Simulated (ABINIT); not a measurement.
Runs of ABINIT 10.8.3 (patched build) on Sb. The structure is hexagonal, space group P6_3/mmc (No. 194). Conventional cell: a = 3.355 Å, b = 3.355 Å, c = 5.470 Å, α = 90.00°, β = 90.00°, γ = 120.00°. Around Sb (site symmetry -6m2) lie 12 Sb at 3.35 Å. This isn't the form of Sb at room conditions, which is rhombohedral.

```tsv
level	cutoff (eV)	fine-grid cutoff	gap on the mesh (eV)	pressure (GPa)	relaxed volume (Å³/atom)
revPBE	517	1034.03 eV	none	0.0	(a)
PBE	435	870.764 eV	none	0.0	27.37
PBE+D3(BJ)	435	870.764 eV	none	0.0	25.93
PW91	517	1034.03 eV	none	0.0	27.53
```

Alike in all rows: task relaxation of cell and atoms; potentials or basis JTH PAW PBE v2.0; no spin polarisation; cell relaxed; k mesh 9 × 9 × 5; smearing fermi-dirac 0.05 eV.

Task: Estimate the missing entries.

Result: (a) 27.77.

Caveats: the PAW data sets were made with another functional, which shifts forces and pressure a little (some runs); pairwise dispersion overbinds metals, which lowers pressure and volume (some runs).

A k mesh can miss the band edges, and the runs leave out spin-orbit coupling on Sb.

A gap of «none» marks a metal or a gap under the smearing width.
